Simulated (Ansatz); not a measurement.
Equation of state of ZnS from a dense series

```xyz
2
Lattice="0.0000 2.7046 2.7046 2.7046 0.0000 2.7046 2.7046 2.7046 0.0000" Properties=species:S:1:pos:R:3 pbc="T T T"
Zn    0.0000    0.0000    0.0000
S     4.0570    4.0570    4.0570
```

Atoms are numbered in the order listed.

The cell is COD entry 9000107, as deposited and not checked against the literature; nothing was relaxed.

The calculation used DFT, PBE, all-electron LAPW, scalar-relativistic in Ansatz 0.2.0.

Numerical set-up: a Γ-centred 8×8×8 k mesh, Fermi–Dirac smearing of 0.01 eV, basis error target 0.25 meV/atom, no spin polarisation.

The cell is scaled evenly. Fractional coordinates are held (clamped ions).

| V (Å³/atom) | P (GPa) |
| --- | --- |
| 18.598 | 6.73 |
| 18.796 | 5.71 |
| 18.993 | 4.75 |
| 19.290 | 3.40 |
| 19.389 | 2.98 |
| 19.587 | 2.16 |
| 19.785 | 1.39 |
| 19.983 | 0.65 |
| 20.181 | -0.05 |
| 20.279 | -0.38 |
| 20.576 | -1.33 |
| 20.972 | -2.49 |

(1) Fit a third-order Birch–Murnaghan curve to the pressures.

(2) Predict the pressure at the withheld volume, 20.774 Å³/atom.

Answers

(1) P = (3B0/2)(y^(7/2) − y^(5/2))[1 + (3/4)(B0′ − 4)(y − 1)] with y = (V0/V)^(2/3) fits within 0.01 GPa for V0 = 20.167 Å³/atom, B0 = 69.4 GPa and B0′ = 4.43.

(2) There y = 0.9804, so the fit gives -1.93 GPa; the run gave -1.93 GPa.
